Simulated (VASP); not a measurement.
# W2C (P-3m1) in VASP: notebook, part 2 of 2

VASP 6.6.1. Earlier steps stand in the parts before.

### 3 Single point, HSE06

POSCAR reads:

```
W2C
1.0
    3.0700456420      0.0000000000      0.0000000000
   -1.5350228210      2.6587375167      0.0000000000
    0.0000000000      0.0000000000      4.6784280000
W C
2 1
Direct
    0.6666666667      0.3333333333      0.2536690000
    0.3333333333      0.6666666667      0.7463310000
    0.0000000000      0.0000000000      0.0000000000
```

INCAR.step1 reads:

```
ALGO     = Normal         # electronic algorithm
EDIFF    = 1E-5           # SCF threshold, eV
ENCUT    = 520            # plane-wave cutoff, eV
GGA      = PE             # functional
ISIF     = 2              # what is computed and relaxed
ISMEAR   = 1              # smearing method
LASPH    = True           # aspherical terms in the spheres
LCHARG   = False          # write CHGCAR
LREAL    = False          # projectors in reciprocal space
LWAVE    = True           # write WAVECAR
NBANDS   = 23             # bands
NELM     = 100            # most SCF steps
PREC     = Accurate       # precision mode
SIGMA    = 0.05           # smearing width, eV
```

INCAR.step2 reads:

```
ALGO     = Normal         # electronic algorithm
EDIFF    = 1E-6           # SCF threshold, eV
ENCUT    = 520            # plane-wave cutoff, eV
GGA      = PE             # functional
HFSCREEN = 0.2079         # screening, 1/A
ISIF     = 2              # what is computed and relaxed
ISMEAR   = 1              # smearing method
ISTART   = 1            
LASPH    = True           # aspherical terms in the spheres
LCHARG   = False          # write CHGCAR
LHFCALC  = True           # exact exchange
LREAL    = False          # projectors in reciprocal space
LWAVE    = False          # write WAVECAR
NBANDS   = 23             # bands
NELM     = 100            # most SCF steps
PREC     = Accurate       # precision mode
PRECFOCK = Normal       
SIGMA    = 0.05           # smearing width, eV
```

KPOINTS reads:

```
k-points
0
Gamma
  6 6 3
```

Potentials or basis: VASP PAW PBE potentials, release 64 (W_sv, C).

Run with:

```bash
$ cat potpaw_PBE.64/W_sv/POTCAR potpaw_PBE.64/C/POTCAR > POTCAR
$ cp INCAR.step1 INCAR
$ mpirun -np 1 vasp_std > vasp.out
$ cp INCAR.step2 INCAR
$ mpirun -np 1 vasp_std > vasp.out
```

OUTCAR:

```text
EDIFF = 1E-6
   ENCUT = 520
   GGA = PE
   HFSCREEN = 0.2079
   ISIF = 2
   ISMEAR = 1
   ISTART = 1
   LASPH = True
   LHFCALC = True
   LREAL = False
   NELM = 100
   PREC = Accurate
   PRECFOCK = Normal

 ion  position               nearest neighbor table
   1  0.667  0.333  0.254-   3 2.13   3 2.13   3 2.13   2 2.91   2 2.91   2 2.91   2 2.96   2 2.96
                             2 2.96
   2  0.333  0.667  0.746-   3 2.13   3 2.13   3 2.13   1 2.91   1 2.91   1 2.91   1 2.96   1 2.96
                             1 2.96
   3  0.000  0.000  0.000-   1 2.13   2 2.13   2 2.13   1 2.13   1 2.13   2 2.13

  LATTYP: Found a hexagonal cell.
 ALAT       =     3.0700456420
 C/A-ratio  =     1.5238952594

  Lattice vectors:

 A1 = (   3.0700456420,   0.0000000000,   0.0000000000)
 A2 = (  -1.5350228210,   2.6587375167,   0.0000000000)
 A3 = (   0.0000000000,   0.0000000000,   4.6784280000)

Analysis of symmetry for initial positions (statically):
=====================================================================
 Subroutine PRICEL returns:
 Original cell was already a primitive cell.

 Routine SETGRP: Setting up the symmetry group for a
 hexagonal supercell.

 Subroutine GETGRP returns: Found 12 space group operations
 (whereof 12 operations were pure point group operations)
 out of a pool of 24 trial point group operations.

The static configuration has the point symmetry D_3d.

Analysis of symmetry for dynamics (positions and initial velocities):
=====================================================================
 Subroutine PRICEL returns:
 Original cell was already a primitive cell.

[... 122 lines left out ...]
  volume/ion in A,a.u.               =      12.73        85.90
  Fermi-wavevector in a.u.,A,eV,Ry     =   1.543422  2.916645 32.411147  2.382152
  Thomas-Fermi vector in A             =   2.649087
   LORBIT       =      0    0 simple, 1 ext, 2 COOP (PROOUT), +10 PAW based schemes
   GGA     = PE    functional components
   LHFCALC =     T    Hartree Fock is set to
   PRECFOCK=normal    Normal, Fast or Accurate (Low or Medium for compatibility)
   ENCUT4O =  -1.0   cutoff for four orbital integrals eV
   NKREDX  =     1    reduce k-point grid by
   NKREDY  =     1    reduce k-point grid by
   NKREDZ  =     1    reduce k-point grid by
   AEXX    =    0.2500 exact exchange contribution
   HFSCREEN=    0.2079 screening length (either q_TF or 0.3 A-1)
   HFSCREENC=   0.2079 screening length for correlation (either q_TF or 0.3 A-1)
   ENCUTFOCK=  -1.0 apply spherical cutoff to Coloumb kernel
   IVDW    =     0    specifies the selected vdW correction
   LEPSILON=     F    determine dielectric tensor
   LRPA    =     F    only Hartree local field effects (RPA)
 non-spin polarized calculation
 Methfessel and Paxton  Order N= 1 SIGMA  =   0.05
  energy-cutoff  :      520.00
  volume of cell :       38.19
 maximum number of plane-waves:      1040
 NGX is ok and might be reduce to    24
  NGX = 18; NGY = 18; NGZ = 28

 number of electron      32.0000002 magnetization

 Free energy of the ion-electron system (eV)
  ---------------------------------------------------
  ext. energy  EPLUGINS =         0.00000000
  ---------------------------------------------------
  free energy    TOTEN  =       -40.30067098 eV

  energy without entropy =      -40.30090863  energy(sigma->0) =      -40.30075019

 E-fermi :  11.6796     XC(G=0): -10.9600

 val. band max:       11.4614469016   @ k =   0.0000   0.1667   0.3333
 cond. band min:      11.7055384791   @ k =   0.1667   0.1667   0.0000
 fundamental gap:      0.2440915775
 Fermi energy:        11.6796038577

 k-point     1 :       0.0000    0.0000    0.0000
  band No.  band energies     occupation
      1     -67.6024      2.00000
      2     -67.5110      2.00000
      3     -30.8695      2.00000
      4     -30.1745      2.00000
      5     -30.1745      2.00000
      6     -30.0209      2.00000
[... 431 lines left out ...]
     22      18.8379      0.00000
     23      19.4968      0.00000

------------------------ aborting loop because EDIFF is reached ----------------------------------------

  FORCE on cell =-STRESS in cart. coord.  units (eV):
  Direction    XX          YY          ZZ          XY          YZ          ZX
  --------------------------------------------------------------------------------------
  -------------------------------------------------------------------------------------
  Total       -2.4190936     -2.4190936     -2.1869617      0.0000000      0.0000000      0.0000000
  in kB     -101.4946189   -101.4946189    -91.7553756      0.0000000      0.0000000      0.0000000
  external PRESSURE =     -98.2482045 kB  Pullay stress =       0.0000000 kB

 VOLUME and BASIS-vectors are now :
 -----------------------------------------------------------------------------
  energy-cutoff  :      520.00
  volume of cell :       38.19
      direct lattice vectors                 reciprocal lattice vectors
     3.070045642  0.000000000  0.000000000     0.325728056  0.188059181  0.000000000
    -1.535022821  2.658737517  0.000000000     0.000000000  0.376118362  0.000000000
     0.000000000  0.000000000  4.678428000     0.000000000  0.000000000  0.213747011

 POSITION                                       TOTAL-FORCE (eV/Angst)
 -----------------------------------------------------------------------------------
      1.53502      0.88625      1.18677         0.000000      0.000000     -0.244183
     -0.00000      1.77249      3.49166        -0.000000      0.000000      0.244183
      0.00000      0.00000      0.00000        -0.000000      0.000000      0.000000
 -----------------------------------------------------------------------------------
    total drift:                                0.000002      0.000007      0.000010

  FREE ENERGIE OF THE ION-ELECTRON SYSTEM (eV)
  ---------------------------------------------------
  free  energy   TOTEN  =       -40.3006709755 eV

  energy  without entropy=      -40.3009086323  energy(sigma->0) =      -40.30075019
```

OUTCAR.step1:

```text
EDIFF = 1E-5
   ENCUT = 520
   GGA = PE
   ISIF = 2
[... 663 lines left out ...]
      1.53502      0.88625      1.18677         0.000000      0.000000      0.113159
     -0.00000      1.77249      3.49166        -0.000000     -0.000000     -0.113159
      0.00000      0.00000      0.00000         0.000000      0.000000      0.000000
 -----------------------------------------------------------------------------------
    total drift:                                0.000000     -0.000000     -0.000000

  FREE ENERGIE OF THE ION-ELECTRON SYSTEM (eV)
  ---------------------------------------------------
  free  energy   TOTEN  =       -34.9102871844 eV

  energy  without entropy=      -34.9110179463  energy(sigma->0) =      -34.91053077
```

OSZICAR.step1:

```text
N       E                     dE             d eps       ncg     rms          rms(c)
DAV:   1     0.331834634528E+03    0.33183E+03   -0.18554E+04   782   0.162E+03
DAV:   2    -0.243103939470E+02   -0.35615E+03   -0.34281E+03   866   0.480E+02
DAV:   3    -0.385678532037E+02   -0.14257E+02   -0.13871E+02   979   0.932E+01
DAV:   4    -0.387861813123E+02   -0.21833E+00   -0.21805E+00   810   0.119E+01
DAV:   5    -0.387887378631E+02   -0.25566E-02   -0.25562E-02   957   0.134E+00    0.370E+01
DAV:   6    -0.351141261372E+02    0.36746E+01   -0.12814E+01   923   0.261E+01    0.122E+01
DAV:   7    -0.349490221079E+02    0.16510E+00   -0.12980E+00   845   0.821E+00    0.558E+00
DAV:   8    -0.349151049219E+02    0.33917E-01   -0.11811E-01   922   0.249E+00    0.553E-01
DAV:   9    -0.349107890539E+02    0.43159E-02   -0.13757E-02   892   0.109E+00    0.214E-01
DAV:  10    -0.349103241675E+02    0.46489E-03   -0.25180E-03   948   0.455E-01    0.609E-02
DAV:  11    -0.349102886144E+02    0.35553E-04   -0.25611E-04   916   0.150E-01    0.296E-02
DAV:  12    -0.349102871844E+02    0.14300E-05   -0.21074E-05   702   0.448E-02
   1 F= -.34910287E+02 E0= -.34910531E+02  d E =0.730762E-03
```

Run time: 29 min. Hardware: 1 thread of Intel Xeon 6975P-C (Granite Rapids), shared host; peak memory 0.27 GiB.

What came out:

- Free energy: -40.3007 eV
- Pressure: -9.8 GPa
- Largest force: 0.244 eV/Å
- Band gap on the k mesh: none (metal or under the smearing width)

Forces on the atoms (eV/Å):
```
W    0.000  0.000 -0.244
W    0.000  0.000  0.244
C    0.000  0.000  0.000
```

Stress tensor (GPa, compression positive):
```
-10.15   0.00   0.00
  0.00 -10.15   0.00
  0.00   0.00  -9.18
```

Caveat: the k mesh is coarse (spacing up to 0.45 Å⁻¹), so the values aren't converged, least of all with exact exchange; the PAW data sets were made with another functional, which shifts forces and pressure a little. The run has no spin-orbit coupling, so splittings on W are missing.
